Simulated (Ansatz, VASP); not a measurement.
**Rh: VASP beside Ansatz**

INCAR

```
SYSTEM = Rh
PREC     = Accurate       ! precision mode
ENCUT    = 520            ! plane-wave cutoff, eV
EDIFF    = 1E-8           ! SCF threshold, eV
ISMEAR   = -1             ! smearing method
SIGMA    = 0.08           ! smearing width, eV
LREAL    = .False.        ! projectors in reciprocal space
LASPH    = .True.         ! aspherical terms in the spheres
NELM     = 80             ! most SCF steps
ALGO     = Normal         ! electronic algorithm
ISIF     = 2              ! what is computed and relaxed
LWAVE    = .False.        ! write WAVECAR
LCHARG   = .False.        ! write CHGCAR
GGA      = PE             ! functional
LEFG     = .True.       
NBANDS   = 14             ! bands
```

Contents of KPOINTS:

```
Automatic mesh
0
Gamma
  16 16 16
  0 0 0
```

POSCAR

```
Rh
1.0
    0.0000000000      1.9388447625      1.9388447625
    1.9388447625      0.0000000000      1.9388447625
    1.9388447625      1.9388447625      0.0000000000
Rh
1
Direct
    0.0000000000      0.0000000000      0.0000000000
```

Input for Ansatz:

```yaml
crystal:
  lattice:
    - [0.0, 1.9388447625, 1.9388447625]
    - [1.9388447625, 0.0, 1.9388447625]
    - [1.9388447625, 1.9388447625, 0.0]
  atoms:
    - { symbol: Rh, position: [0.0, 0.0, 0.0] }
kpoints:
  mp_grid: { grid: [16, 16, 16] }
scf:
  occupations: { method: fermi_dirac, width: 0.08 }
hamiltonian:
  xc: pbe
  pseudopotentials: { kind: all_electron, datasets: crystal }
output:
  forces: true
  stress: true
  eigenvalues: true
  efg: { contact_densities: true }
```

Change from the starting cell: volume scaled by 1.06, crystal datasets.

Alike in both runs: task electric field gradients; functional PBE; k mesh 16 × 16 × 16; occupations fermi-dirac, width 0.08 eV; no spin polarisation.

```csv
,VASP,Ansatz
version,VASP 6.6.1,Ansatz 0.2.0
potentials or method,"VASP PAW PBE potentials, release 64 (Rh_pv)","all-electron PAW with datasets made for the crystal, scalar-relativistic"
plane-wave cutoff (eV),520,see its input
```

|  | VASP | Ansatz | Ansatz less VASP |
| --- | --- | --- | --- |
| pressure (GPa) | -8.3 | -8.4 | -0.08 |
| Vzz of the field gradient on the site that differs most (V/Å²) | 0.0 | 0.0 | 0.00 |

Ansatz ran all-electron here, so the differences hold the error of VASP's frozen core and of both bases. Ansatz warned: «gradients_without_spin_orbit».
